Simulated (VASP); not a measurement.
# Sr in VASP: a series of runs

The runs below take Sr through work function, with PBEsol.

Program: VASP 6.6.1. These are calculated values, not measurements. Logs are shortened: lines on timing, memory, paths and dates and some standing lists are left out, and cuts for length are marked.

**1. The slab as given**

The cell holds a slab with vacuum, 7 atoms: a = 4.299 Å, b = 4.299 Å, c = 45.062 Å, α = 90.00°, β = 90.00°, γ = 60.00°.

The cell was built by a generator and needn't be a form met in nature.

**2. Work function, PBEsol**

The input, INCAR:

```
ALGO = Normal ; DIPOL = 0.5 0.5 0.500
EDIFF = 1E-6 ; ENCUT = 520
GGA = PS ; IDIPOL = 3
ISIF = 2 ; ISMEAR = 1
LASPH = T ; LCHARG = F
LDIPOL = T ; LREAL = F
LVACPOTAV = T ; LVHAR = T
LWAVE = F ; NELM = 60
PREC = Accurate ; SIGMA = 0.1
```

The input, KPOINTS:

```
k-points
0
Gamma
  12 12 1
```

The input, POSCAR:

```
Sr
1.0
    4.2992092300      0.0000000000      0.0000000000
    2.1496046150      3.7232244090      0.0000000000
    0.0000000000      0.0000000000     45.0617378232
Sr
7
Direct
    0.0000000000      0.0000000000      0.2663013141
    0.3333333333      0.3333333333      0.3442008761
   -0.3333333333      0.6666666667      0.4221004380
    0.0000000000      0.0000000000      0.5000000000
    0.3333333333      0.3333333333      0.5778995620
   -0.3333333333      0.6666666667      0.6557991239
    0.0000000000      0.0000000000      0.7336986859
```

Potentials or basis: VASP PAW PBE potentials, release 64 (Sr_sv).

On the command line:

```bash
$ cat potpaw_PBE.64/Sr_sv/POTCAR > POTCAR
$ mpirun -np 1 vasp_std > vasp.out
```

OUTCAR:

```text
EDIFF = 1E-6
   ENCUT = 520
   GGA = PS
   ISIF = 2
   ISMEAR = 1
   LASPH = T
   LREAL = F
   NELM = 60
   PREC = Accurate

 ion  position               nearest neighbor table
   1  0.000  0.000  0.266-   2 4.30   2 4.30   2 4.30
   2  0.333  0.333  0.344-   3 4.30   3 4.30   3 4.30   1 4.30   1 4.30   1 4.30
   3  0.667  0.667  0.422-   2 4.30   2 4.30   2 4.30   4 4.30   4 4.30   4 4.30
   4  0.000  0.000  0.500-   3 4.30   5 4.30   3 4.30   5 4.30   3 4.30   5 4.30
   5  0.333  0.333  0.578-   6 4.30   6 4.30   6 4.30   4 4.30   4 4.30   4 4.30
   6  0.667  0.667  0.656-   5 4.30   5 4.30   5 4.30   7 4.30   7 4.30   7 4.30
   7  0.000  0.000  0.734-   6 4.30   6 4.30   6 4.30

  LATTYP: Found a hexagonal cell.
 ALAT       =     4.2992092297
 C/A-ratio  =    10.4814014429

  Lattice vectors:

 A1 = (  -2.1496046150,  -3.7232244090,   0.0000000000)
 A2 = (   4.2992092300,   0.0000000000,   0.0000000000)
 A3 = (   0.0000000000,   0.0000000000,  45.0617378232)

Analysis of symmetry for initial positions (statically):
=====================================================================
 Subroutine PRICEL returns:
 Original cell was already a primitive cell.

 Routine SETGRP: Setting up the symmetry group for a
 hexagonal supercell.

 Subroutine GETGRP returns: Found 12 space group operations
 (whereof 12 operations were pure point group operations)
 out of a pool of 24 trial point group operations.

The static configuration has the point symmetry D_3d.

Analysis of symmetry for dynamics (positions and initial velocities):
=====================================================================
 Subroutine PRICEL returns:
 Original cell was already a primitive cell.

 Routine SETGRP: Setting up the symmetry group for a
 hexagonal supercell.

 Subroutine GETGRP returns: Found 12 space group operations
 (whereof 12 operations were pure point group operations)
 out of a pool of 24 trial point group operations.

The dynamic configuration has the point symmetry D_3d.

 Subroutine INISYM returns: Found 12 space group operations
 (whereof 12 operations are pure point group operations),
 and found     1 'primitive' translations

----------------------------------------------------------------------------------------

                                     Primitive cell

  volume of cell :     721.2997

  direct lattice vectors                    reciprocal lattice vectors
     4.299209230  0.000000000  0.000000000     0.232600915 -0.134292201  0.000000000
     2.149604615  3.723224409  0.000000000     0.000000000  0.268584402  0.000000000
     0.000000000  0.000000000 45.061737823     0.000000000  0.000000000  0.022191776

  length of vectors
     4.299209230  4.299209230 45.061737823     0.268584402  0.268584402  0.022191776

  position of ions in fractional coordinates (direct lattice)
     0.000000000  0.000000000  0.266301314
     0.333333333  0.333333333  0.344200876
     0.666666667  0.666666667  0.422100438
     0.000000000  0.000000000  0.500000000
     0.333333333  0.333333333  0.577899562
     0.666666667  0.666666667  0.655799124
     0.000000000  0.000000000  0.733698686

  ion indices of the primitive-cell ions
   primitive index   ion index
                 1           1
                 2           2
                 3           3
                 4           4
                 5           5
                 6           6
                 7           7

----------------------------------------------------------------------------------------

 KPOINTS: k-points

Automatic generation of k-mesh.
 Grid dimensions read from file:
 generate k-points for:   12   12    1

 Generating k-lattice:

  Cartesian coordinates                     Fractional coordinates (reciprocal lattice)
     0.019383410 -0.011191017  0.000000000     0.083333333  0.000000000  0.000000000
     0.000000000  0.022382033  0.000000000     0.000000000  0.083333333  0.000000000
     0.000000000  0.000000000  0.022191776     0.000000000  0.000000000  1.000000000

  Length of vectors
     0.022382033  0.022382033  0.022191776

  Shift w.r.t. Gamma in fractional coordinates (k-lattice)
     0.000000000  0.000000000  0.000000000

 Subroutine IBZKPT returns following result:
 ===========================================

 Found     19 irreducible k-points:

 Following reciprocal coordinates:
            Coordinates               Weight
  0.000000  0.000000  0.000000      1.000000
  0.083333  0.000000  0.000000      6.000000
  0.166667 -0.000000  0.000000      6.000000
  0.250000 -0.000000  0.000000      6.000000
  0.333333  0.000000  0.000000      6.000000
  0.416667 -0.000000  0.000000      6.000000
[... 11 lines left out ...]
 -0.416667  0.250000  0.000000     12.000000
 -0.333333  0.333333  0.000000      2.000000
   k-points           NKPTS =     19   k-points in BZ     NKDIM =     19   number of bands    NBANDS=     42
   number of dos      NEDOS =    301   number of ions     NIONS =      7
   total plane-waves  NPLWV = 344064
   dimension x,y,z NGX =    32 NGY =   32 NGZ =  336
   dimension x,y,z NGXF=    64 NGYF=   64 NGZF=  672
   ions per type =               7
   NGX,Y,Z   is equivalent  to a cutoff of  12.37, 12.37, 12.40 a.u.
   NGXF,Y,Z  is equivalent  to a cutoff of  24.75, 24.75, 24.79 a.u.
 SYSTEM =  unknown system
   PREC   = accura    normal or accurate (medium, high low for compatibility)
   ISTART =      0    job   : 0-new  1-cont  2-samecut
   ICHARG =      2    charge: 1-file 2-atom 10-const
   ISPIN  =      1    spin polarized calculation?
   LNONCOLLINEAR =      F non collinear calculations
   LSORBIT =      F    spin-orbit coupling
   LASPH  =      T    aspherical Exc in radial PAW
   ENCUT  =  520.0 eV  38.22 Ry    6.18 a.u.   7.99  7.99 83.78*2*pi/ulx,y,z
   NELM   =     60;   NELMIN=  2; NELMDL= -5     # of ELM steps
   EDIFF  = 0.1E-05   stopping-criterion for ELM
   LREAL  =      F    real-space projection
   EDIFFG = 0.1E-04   stopping-criterion for IOM
   NSW    =      0    number of steps for IOM
   IBRION =     -1    ionic relax: 0-MD 1-quasi-New 2-CG
   NFREE  =      0    steps in history (QN), initial steepest desc. (CG)
   ISIF   =      2    stress and relaxation
   ISYM   =      2    0-nonsym 1-usesym 2-fastsym
   POTIM  = 0.5000    time-step for ionic-motion
   TEBEG  =    0.0;   TEEND  =   0.0 temperature during run
   PSTRESS=    0.0 pullay stress
   NELECT =      70.0000    total number of electrons
   NUPDOWN=      -1.0000    fix difference up-down
   EMIN   =  10.00;   EMAX   =-10.00  energy-range for DOS
   EFERMI =   0.00;   METHOD = LEGACY
   ISMEAR =     1;   SIGMA  =   0.10  broadening in eV -4-tet -1-fermi 0-gaus
   EFERMI_NEDOS =   21; number of points for ismear=-14 and -15
   IALGO  =     38    algorithm
   IMIX   =      4    mixing-type and parameters
     AMIX     =   0.40;   BMIX     =  1.00
     AMIX_MAG =   1.60;   BMIX_MAG =  1.00
  volume/ion in A,a.u.               =     103.04       695.37
  Fermi-wavevector in a.u.,A,eV,Ry     =   0.752319  1.421678  7.700687  0.565984
  Thomas-Fermi vector in A             =   1.849503
   LORBIT       =      0    0 simple, 1 ext, 2 COOP (PROOUT), +10 PAW based schemes
   GGA     = PS    functional components
   LHFCALC =     F    Hartree Fock is set to
   AEXX    =    0.0000 exact exchange contribution
   IVDW    =     0    specifies the selected vdW correction
   LEPSILON=     F    determine dielectric tensor
   LRPA    =     F    only Hartree local field effects (RPA)
 non-spin polarized calculation
 Methfessel and Paxton  Order N= 1 SIGMA  =   0.10
  energy-cutoff  :      520.00
  volume of cell :      721.30
 maximum number of plane-waves:     19506
   NGX = 15   NGY = 15   NGZ =167

 dipolmoment           0.000000      0.000000      0.000000 electrons x Angstroem

 number of electron      70.0000000 magnetization

 dipolmoment           0.000000      0.000000     -0.000000 electrons x Angstroem

 Free energy of the ion-electron system (eV)
  ---------------------------------------------------
  ext. energy  EPLUGINS =         0.00000000
  ---------------------------------------------------
  free energy    TOTEN  =       -12.02522433 eV

  energy without entropy =      -12.02057171  energy(sigma->0) =      -12.02367345

 E-fermi :  -0.3441     XC(G=0):  -4.3695

 val. band max:       -0.3517978051   @ k =   0.4167   0.1667   0.0000
 cond. band min:      -0.3364948408   @ k =  -0.3333   0.3333   0.0000
 fundamental gap:      0.0153029643
 Fermi energy:        -0.3440741049

 k-point     1 :       0.0000    0.0000    0.0000
  band No.  band energies     occupation
      1     -37.3031      2.00000
      2     -37.3031      2.00000
      3     -36.9503      2.00000
      4     -36.9467      2.00000
      5     -36.9414      2.00000
      6     -36.9310      2.00000
[... 34 lines left out ...]
     41       1.1372     -0.00000
     42       1.5162     -0.00000

 k-point     2 :       0.0833    0.0000    0.0000
  band No.  band energies     occupation
      1     -37.3026      2.00000
      2     -37.3026      2.00000
      3     -36.9496      2.00000
      4     -36.9461      2.00000
      5     -36.9410      2.00000
      6     -36.9304      2.00000
[... 34 lines left out ...]
     41       1.1137     -0.00000
     42       1.4557     -0.00000

 k-point     3 :       0.1667   -0.0000    0.0000
  band No.  band energies     occupation
      1     -37.3011      2.00000
      2     -37.3011      2.00000
      3     -36.9476      2.00000
      4     -36.9444      2.00000
      5     -36.9397      2.00000
      6     -36.9290      2.00000
[... 34 lines left out ...]
     41       0.9967     -0.00000
     42       1.1970     -0.00000

 k-point     4 :       0.2500   -0.0000    0.0000
  band No.  band energies     occupation
      1     -37.2990      2.00000
      2     -37.2990      2.00000
      3     -36.9449      2.00000
      4     -36.9422      2.00000
      5     -36.9381      2.00000
      6     -36.9271      2.00000
[... 619 lines left out ...]
     41       0.2169     -0.00000
     42       0.2387     -0.00000

 k-point    18 :      -0.4167    0.2500    0.0000
  band No.  band energies     occupation
      1     -37.2941      2.00000
      2     -37.2941      2.00000
      3     -36.9372      2.00000
      4     -36.9368      2.00000
      5     -36.9354      2.00000
      6     -36.9224      2.00000
[... 34 lines left out ...]
     41       0.1588     -0.00000
     42       0.2583     -0.00000

 k-point    19 :      -0.3333    0.3333    0.0000
  band No.  band energies     occupation
      1     -37.2938      2.00000
      2     -37.2938      2.00000
      3     -36.9365      2.00000
      4     -36.9365      2.00000
      5     -36.9355      2.00000
      6     -36.9222      2.00000
[... 34 lines left out ...]
     41       0.0419     -0.00000
     42       0.2247     -0.00000

------------------------ aborting loop because EDIFF is reached ----------------------------------------

  FORCE on cell =-STRESS in cart. coord.  units (eV):
  Direction    XX          YY          ZZ          XY          YZ          ZX
  --------------------------------------------------------------------------------------
  -------------------------------------------------------------------------------------
  Total       -1.9322216     -1.9322216     -2.4899332      0.0000000      0.0000000     -0.0000000
  in kB       -4.2919216     -4.2919216     -5.5307312      0.0000000      0.0000000     -0.0000000
  external PRESSURE =      -4.7048582 kB  Pullay stress =       0.0000000 kB

 VOLUME and BASIS-vectors are now :
 -----------------------------------------------------------------------------
  energy-cutoff  :      520.00
  volume of cell :      721.30
      direct lattice vectors                 reciprocal lattice vectors
     4.299209230  0.000000000  0.000000000     0.232600915 -0.134292201  0.000000000
     2.149604615  3.723224409  0.000000000     0.000000000  0.268584402  0.000000000
     0.000000000  0.000000000 45.061737823     0.000000000  0.000000000  0.022191776

 POSITION                                       TOTAL-FORCE (eV/Angst)
 -----------------------------------------------------------------------------------
      0.00000      0.00000     12.00000        -0.000000      0.000000      0.155340
      2.14960      1.24107     15.51029        -0.000000     -0.000000     -0.053963
      4.29921      2.48215     19.02058        -0.000000     -0.000000     -0.005422
      0.00000      0.00000     22.53087        -0.000000      0.000000      0.000000
      2.14960      1.24107     26.04116         0.000000      0.000000      0.005422
      4.29921      2.48215     29.55145         0.000000      0.000000      0.053963
      0.00000      0.00000     33.06174        -0.000000      0.000000     -0.155340
 -----------------------------------------------------------------------------------
    total drift:                               -0.000000     -0.000000      0.000000

  FREE ENERGIE OF THE ION-ELECTRON SYSTEM (eV)
  ---------------------------------------------------
  free  energy   TOTEN  =       -12.0252243286 eV

  energy  without entropy=      -12.0205717057  energy(sigma->0) =      -12.02367345

 vacuum level on the upper side and lower side of the slab         2.294         2.294
```

Run time: 20 min. Hardware: 1 thread of AMD EPYC 9R45 (Zen 5), shared host; peak memory 0.87 GiB.

Results:

```
Free energy                     : -12.0252 eV
Largest force                   : 0.155 eV/Å
Band gap on the k mesh          : none (metal or under the smearing width)
Work function of the upper face : 2.64 eV
Work function of the lower face : 2.64 eV
```

Forces on the atoms (eV/Å):
```
Sr   0.000  0.000  0.155
Sr   0.000  0.000 -0.054
Sr   0.000  0.000 -0.005
Sr   0.000  0.000  0.000
Sr   0.000  0.000  0.005
Sr   0.000  0.000  0.054
Sr   0.000  0.000 -0.155
```

Caveat: the PAW data sets were made with another functional, which shifts forces and pressure a little.

(Continued in part 2 of 2.)
